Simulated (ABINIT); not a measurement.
Here is an ABINIT 10.8.3 (patched build) calculation.

File run.abi:

```
# Pseudopotentials
pp_dirpath "./"
pseudos "Te.upf, Ti.upf"

# Structure
acell 3.842 3.842 6.403 Angstrom
rprim
     1.0000000000     0.0000000000     0.0000000000
    -0.5000000000     0.8660254038     0.0000000000
     0.0000000000     0.0000000000     1.0000000000
ntypat 2
znucl 52 22
natom 4
typat 1 1 2 2
xred
     0.6666666667     0.3333333333     0.7500000000
     0.3333333333     0.6666666667     0.2500000000
     0.0000000000     0.0000000000     0.5000000000
     0.0000000000     0.0000000000     0.0000000000

# Plane-wave basis
ecut 35.0

# k points
kptopt 1
ngkpt 6 6 3
nshiftk 1
shiftk 0.0 0.0 0.0

# Exchange and correlation
ixc 7

# Bands and occupations
nband 34
occopt 3
tsmear 0.00183747

# SCF cycle
nstep 100
tolvrs 1.0e-10

# Output
iomode 3
prtwf 0
prtden 0
prteig 0
prtebands 0
prtvol 2
```

Potentials or basis: PseudoDojo NC SR LDA v0.4.1 standard.

Launch:

```console
$ mpirun --bind-to none -np 4 abinit run.abi > log 2>&1
```

**Question.** Predict the band gap on the k mesh.

**Answer.** None (metal or under the smearing width).

 The run has no spin-orbit coupling, so splittings on Te are missing.
